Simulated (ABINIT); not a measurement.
# BP: single point with revPBE

BP:

```
CELL_PARAMETERS angstrom
0.00000 2.26900 2.26900
2.26900 0.00000 2.26900
2.26900 2.26900 0.00000
ATOMIC_POSITIONS crystal
P 0.75000 0.75000 0.75000
B 0.00000 0.00000 0.00000
```

```yaml
Program: ABINIT 10.8.3 (patched build)
Task: single point
Functional: revPBE
Potentials_or_basis: JTH PAW PBE v2.0
Cutoff: 653 eV
k_mesh: 10 × 10 × 10
Occupations: fermi-dirac, width 0.05 eV
Spin: no spin polarisation
Fine-grid_cutoff: 1251.72 eV
```

| Property | Result |
| --- | --- |
| Pressure | 3.1 GPa |
| Band gap on the k mesh | 1.25 eV, indirect (least direct gap 3.39 eV) |
| Valence electrons inside the program's atomic spheres | P 1.60; B 1.84 |

Levels at points of the mesh, in eV from the valence-band top:
```
           k point  band 1  band 2  band 3  band 4  band 5  band 6  band 7  band 8
(0.00, 0.00, 0.00)  -15.48    0.00    0.00    0.00    3.39    3.39    3.39    7.39
(0.50, 0.00, 0.00)  -12.15   -9.05   -1.76   -1.76    3.78    4.70    4.70   10.20
(0.50, 0.50, 0.00)  -10.61   -8.62   -4.12   -4.12    1.33    1.69   12.11   12.11
```

Run time: 12 s on 1 thread of Arm Neoverse V1 (shared host), peak memory 0.09 GiB.

Caveat: the PAW data sets were made with another functional, which shifts forces and pressure a little. A k mesh can miss the band edges.
